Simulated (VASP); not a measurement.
A run of VASP 6.6.1 is set up as follows.

INCAR

```
SYSTEM = TiO2
PREC = Accurate
ENCUT = 600
EDIFF = 1E-6
ISMEAR = 0
SIGMA = 0.03
LREAL = .False.
LASPH = .True.
NELM = 80
ALGO = Normal
ISIF = 3
LWAVE = .False.
LCHARG = .False.
METAGGA = R2SCAN
LMIXTAU = .True.
IBRION = 2
NSW = 90
EDIFFG = -0.01
KPAR = 2
```

The input KPOINTS:

```
Automatic mesh
0
Gamma
  6 6 10
  0 0 0
```

POSCAR

```
TiO2
1.0
    4.5922000000      0.0000000000      0.0000000000
    0.0000000000      4.5922000000      0.0000000000
    0.0000000000      0.0000000000      2.9574000000
Ti O
2 4
Direct
    0.0000000000      0.0000000000      0.0000000000
    0.5000000000      0.5000000000      0.5000000000
    0.3049600000      0.3049600000      0.0000000000
    0.1950400000      0.8049600000      0.5000000000
    0.6950400000      0.6950400000      0.0000000000
    0.8049600000      0.1950400000      0.5000000000
```

Potentials or basis: VASP PAW PBE potentials, release 64 (Ti_sv, O).

Launch:

```bash
$ cat potpaw_PBE.64/Ti_sv/POTCAR potpaw_PBE.64/O/POTCAR > POTCAR
$ mpirun -np 2 vasp_std > vasp.out
```

Problem. What does it give for the band gap on the k mesh?

Solution. 2.21 eV, direct.

Problem. Estimate the relaxed cell.

Solution. a = 4.600 Å, b = 4.600 Å, c = 2.961 Å, α = 90.00°, β = 90.00°, γ = 90.00°.

Problem. What does it give for the space group after relaxing (to 0.05 Å)?

Solution. P4_2/mnm (No. 136).

Final structure:
```
CELL_PARAMETERS angstrom
4.60005 0.00000 0.00000
0.00000 4.60005 0.00000
0.00000 0.00000 2.96071
ATOMIC_POSITIONS crystal
Ti 0.00000 0.00000 0.00000
Ti 0.50000 0.50000 0.50000
O 0.30456 0.30456 0.00000
O 0.19544 0.80456 0.50000
O 0.69544 0.69544 0.00000
O 0.80456 0.19544 0.50000
```

Caveat: the PAW data sets were made with another functional, which shifts forces and pressure a little. r2SCAN opens gaps a little over a GGA but as a rule still falls short of measured ones.
